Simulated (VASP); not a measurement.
A run of VASP 6.6.1 is set up as follows.

Contents of INCAR:

```
PREC = Accurate
ENCUT = 550
EDIFF = 1E-6
ISMEAR = -5
SIGMA = 0.05
LREAL = False
LASPH = True
NELM = 80
ALGO = Normal
ISIF = 2
LWAVE = False
LCHARG = True
GGA = CA
LELF = True
```

File WS2.cif:

```cif
data_WS2
_cell_length_a 3.40621514
_cell_length_b 3.40621514
_cell_length_c 10.75728372
_cell_angle_alpha 90.00000000
_cell_angle_beta 90.00000000
_cell_angle_gamma 90.00000000
_space_group_name_H-M_alt 'P4/mmm'
_space_group_name_Hall '-P 4 2'
_space_group_IT_number 123
loop_
_space_group_symop_operation_xyz
'x,y,z'
'-x,-y,-z'
'-y,x,z'
'y,-x,-z'
'-x,-y,z'
'x,y,-z'
'y,-x,z'
'-y,x,-z'
'x,-y,-z'
'-x,y,z'
'-y,-x,-z'
'y,x,z'
'-x,y,-z'
'x,-y,z'
'y,x,-z'
'-y,-x,z'
loop_
_atom_site_label
_atom_site_type_symbol
_atom_site_symmetry_multiplicity
_atom_site_Wyckoff_symbol
_atom_site_fract_x
_atom_site_fract_y
_atom_site_fract_z
_atom_site_occupancy
W1 W 1 d 0.5000000000 0.5000000000 0.5000000000 1
S1 S 2 h 0.5000000000 0.5000000000 0.9155235500 1
```

The input KPOINTS:

```
regular mesh
0
Gamma
  8 8 3
```

The input POSCAR:

```
W  S 
 1.0000000000000000
     3.4062151400000000    0.0000000000000000    0.0000000000000000
     0.0000000000000000    3.4062151400000000    0.0000000000000000
     0.0000000000000000    0.0000000000000000   10.7572837200000002
 W   S  
   1   2
Cartesian
  1.7031075700000000  1.7031075700000000  5.3786418600000001
  1.7031075700000000  1.7031075700000000  9.8485465796916056
  1.7031075700000000  1.7031075700000000  0.9087371403083944
```

Potentials or basis: VASP PAW LDA potentials, release 64 (W_sv_GW, S_GW).

Run with:

```sh
$ ase convert -i cif -o vasp WS2.cif POSCAR
$ cat potpaw_LDA.64/W_sv_GW/POTCAR potpaw_LDA.64/S_GW/POTCAR > POTCAR
$ mpirun -np 1 vasp_std > vasp.out
```

Q: What does it give for the pressure?

A: -8.0 GPa.

Q: Predict the band gap on the k mesh.

A: None (metal or under the smearing width).

Q: Predict the largest force.

A: 2.659 eV/Å.

Stress tensor (GPa, compression positive):
```
-14.52   0.00   0.00
  0.00 -14.52   0.00
  0.00   0.00   4.92
```

Caveat: forces of over 1 eV/Å show positions far from the minimum, so gaps and moduli don't describe the material at rest; tetrahedron occupations give inexact forces and stress in metals. Spin-orbit coupling is left out, which matters for the levels of W.
